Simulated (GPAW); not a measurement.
LiF (Griceite):

```xyz
2
Lattice="0.0000 2.0140 2.0140 2.0140 0.0000 2.0140 2.0140 2.0140 0.0000" Properties=species:S:1:pos:R:3 pbc="T T T"
F     2.0140    2.0140    2.0140
Li    0.0000    0.0000    0.0000
```

Base run:

| Item | Value |
| --- | --- |
| Program | GPAW 26.7.0 |
| Functional | PBE |
| Potentials or basis | PAW data sets generated in the run's folder for this functional |
| Cutoff | 800 eV |
| Basis | pw |
| k mesh | 11 × 11 × 11 |
| Occupations | fermi-dirac, width 0.05 eV |
| Spin | no spin polarisation |

Its results: band gap on the k mesh 9.06 eV, direct; pressure 0.6 GPa.

Task: The run is repeated on the same cell with these changes: functional from PBE to PBEint; band points from 80 to 100. What comes out?

Result: Band gap on the k mesh 8.98 eV, direct; pressure -0.1 GPa.

Not every run made on this cell is shown here.
